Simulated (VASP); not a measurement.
## AlN in VASP 6.6.1, single-point calculation

INCAR

```
GGA = PE
ISIF = 2
NELM = 120
EDIFF = 0.001
NBANDS = 16
PREC = Accurate
IBRION = -1
LWAVE = .FALSE.
LCHARG = .FALSE.
NSW = 0
SIGMA = 0.02
LASPH = .TRUE.
LREAL = .FALSE.
ENCUT = 300
ISMEAR = -1
```

KPOINTS

```
KPOINTS created by Atomic Simulation Environment
0
Gamma
12 12 6
0 0 0
```

POSCAR

```
Al N
 1.0000000000000000
     3.1066937601931870    0.0000000000000000    0.0000000000000000
    -1.5533468800965935    2.6904757181059007    0.0000000000000000
     0.0000000000000000    0.0000000000000000    5.1777352140000001
 Al  N
   2   2
Cartesian
 -0.0000000000000001  1.7936504787372676 -0.0023775009958713
  1.5533468800965937  0.8968252393686338  2.5864901060041290
 -0.0000000000000001  1.7936504787372676  1.9440282062458718
  1.5533468800965937  0.8968252393686338  4.5328958132458723
```

The recommended PBE PAW datasets give the neutral cell 16 valence electrons.

Command

```
mpirun -np 1 vasp_std
```

OSZICAR

```
N       E                     dE             d eps       ncg     rms          rms(c)
DAV:   1     0.174749838763E+02    0.17475E+02   -0.52707E+03  2480   0.571E+02
DAV:   2    -0.319333912259E+02   -0.49408E+02   -0.46373E+02  3376   0.139E+02
DAV:   3    -0.338163071570E+02   -0.18829E+01   -0.18804E+01  2872   0.277E+01
DAV:   4    -0.338252098402E+02   -0.89027E-02   -0.89022E-02  3232   0.222E+00
DAV:   5    -0.338252951222E+02   -0.85282E-04   -0.85269E-04  2344   0.225E-01    0.113E+01
DAV:   6    -0.297315079406E+02    0.40938E+01   -0.91838E+00  2624   0.205E+01    0.456E+00
DAV:   7    -0.297224794851E+02    0.90285E-02   -0.42790E-01  2928   0.414E+00    0.324E+00
DAV:   8    -0.297125811408E+02    0.98983E-02   -0.61086E-02  2624   0.225E+00    0.923E-01
DAV:   9    -0.297074385760E+02    0.51426E-02   -0.96946E-03  3088   0.719E-01    0.271E-01
DAV:  10    -0.297079823411E+02   -0.54377E-03   -0.18513E-03  2280   0.263E-01
   1 F= -.29707982E+02 E0= -.29707982E+02  d E =-.634529E-12
```

Standard output (part)

```
POSCAR found type information on POSCAR AlN
 POSCAR found :  2 types and       4 ions
 LDA part: xc-table for (Slater+PW92), standard interpolation
 POSCAR, INCAR and KPOINTS ok, starting setup
 WAVECAR not read
 entering main loop
```

From OUTCAR

```
k-points           NKPTS =     76   k-points in BZ     NKDIM =     76   number of bands    NBANDS=     16

   NELECT =      16.0000    total number of electrons

   dimension x,y,z NGX =    18 NGY =   18 NGZ =   30
   dimension x,y,z NGXF=    36 NGYF=   36 NGZF=   60

  energy-cutoff  :      300.00
  volume of cell :       43.28
      direct lattice vectors                 reciprocal lattice vectors
     3.106693760  0.000000000  0.000000000     0.321885605  0.185840741  0.000000000
    -1.553346880  2.690475718  0.000000000     0.000000000  0.371681481  0.000000000
     0.000000000  0.000000000  5.177735214     0.000000000  0.000000000  0.193134635

 k-points in reciprocal lattice and weights: KPOINTS created by Atomic Simulation Env
   0.00000000  0.00000000  0.00000000       0.001
   0.08333333 -0.00000000  0.00000000       0.007
   0.16666667 -0.00000000  0.00000000       0.007
   0.25000000 -0.00000000  0.00000000       0.007
   0.33333333 -0.00000000  0.00000000       0.007
   0.41666667 -0.00000000  0.00000000       0.007
   0.50000000 -0.00000000  0.00000000       0.003
   0.08333333  0.08333333  0.00000000       0.007
   ...

 E-fermi :   6.1742

 k-point     1 :       0.0000    0.0000    0.0000
  band No.  band energies     occupation
      1      -9.2415      2.00000
      2      -7.3840      2.00000
      3      -0.1652      2.00000
      4       5.1592      2.00000
      5       5.1592      2.00000
      6       5.5654      2.00000
      7       5.7134      2.00000
      8       5.7134      2.00000
      9       9.5729      0.00000
     10      12.5132      0.00000
     11      15.9755      0.00000
     12      17.1063      0.00000
     13      17.1063      0.00000
     14      17.8527      0.00000
     15      18.8772      0.00000
     16      18.8772      0.00000

 k-point     2 :       0.0833   -0.0000    0.0000
  band No.  band energies     occupation
      1      -9.1544      2.00000
      2      -7.3297      2.00000
      3      -0.0558      2.00000
      4       4.7775      2.00000
      5       5.0650      2.00000
      6       5.2802      2.00000
      7       5.5404      2.00000
      8       5.6937      2.00000
      9      10.0061      0.00000
     10      12.9024      0.00000
     11      15.6500      0.00000
     12      16.4958      0.00000
     13      17.3595      0.00000
     14      17.9597      0.00000
     15      18.6078      0.00000
     16      18.9263      0.00000

 k-point     3 :       0.1667   -0.0000    0.0000
  band No.  band energies     occupation
      1      -8.9001      2.00000
      2      -7.1813      2.00000
      3       0.2644      2.00000
      4       3.7280      2.00000
      5       4.3953      2.00000
      6       4.8431      2.00000
      7       5.4776      2.00000
      8       5.6136      2.00000
      9      10.8819      0.00000
     10      13.6250      0.00000
     11      14.7200      0.00000
     12      15.6501      0.00000
     13      17.7133      0.00000
     14      17.9616      0.00000
     15      18.1159      0.00000
     16      18.5970      0.00000

 ...

  Total       -5.1842310     -5.1842310     -8.1409793      0.0000000     -0.0000000      0.0000000
  in kB     -191.9232416   -191.9232416   -301.3837781      0.0000000     -0.0000000      0.0000000
  external PRESSURE =    -228.4100871 kB  Pullay stress =       0.0000000 kB

 POSITION                                       TOTAL-FORCE (eV/Angst)
 -----------------------------------------------------------------------------------
      0.00000      1.79365      5.17536         0.000000      0.000000      0.011478
      1.55335      0.89683      2.58649        -0.000000      0.000000      0.011478
      0.00000      1.79365      1.94403         0.000000     -0.000000     -0.011478
      1.55335      0.89683      4.53290        -0.000000      0.000000     -0.011478
 -----------------------------------------------------------------------------------
    total drift:                               -0.000000     -0.000000      0.010243

  FREE ENERGIE OF THE ION-ELECTRON SYSTEM (eV)
  ---------------------------------------------------
  free  energy   TOTEN  =       -29.7079823411 eV

  energy  without entropy=      -29.7079823411  energy(sigma->0) =      -29.70798234
```

It converged. Results: gap between bands v and c on the k mesh 3.86 eV; least direct gap on the k mesh 3.86 eV; pressure -22.8 GPa; largest force 0.01 eV/Å. Band v is the last that the valence electrons fill when counted band by band, and c is the next.

These settings aren't sound, so the numbers aren't properties of the crystal.

On sound settings PBE gives a gap of 3.94 eV on its mesh and a pressure of -2.9 GPa for the intended cell.

The run took about 12 s on one core of a shared host (Intel Xeon Platinum 8488C) and held 0.14 GiB at most.
